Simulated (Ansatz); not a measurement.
Take a crystal in which Pb has been replaced by C on all its sites, with the cell rescaled by a rough guess (in some cases also distorted within its space group) and nothing relaxed:

```
CELL_PARAMETERS angstrom
-1.41407 1.41407 1.41407
1.41407 -1.41407 1.41407
1.41407 1.41407 -1.41407
ATOMIC_POSITIONS crystal
C 0.00000 0.00000 0.00000
```

Level of theory: DFT PBE, scalar-relativistic, plane waves, PAW in Ansatz.

Cutoff 420 eV; k points 20×20×20 on the computed 1-atom cell (Γ-centred); Gaussian smearing, width 0.10 eV; no spin polarisation.

What pressure does the cell carry?

The pressure is -31.2 GPa (positive in compression), so the cell would contract.

Is it a metal on this mesh?

Yes, a band crosses the Fermi level.

This bcc form isn't the element's structure at ambient conditions.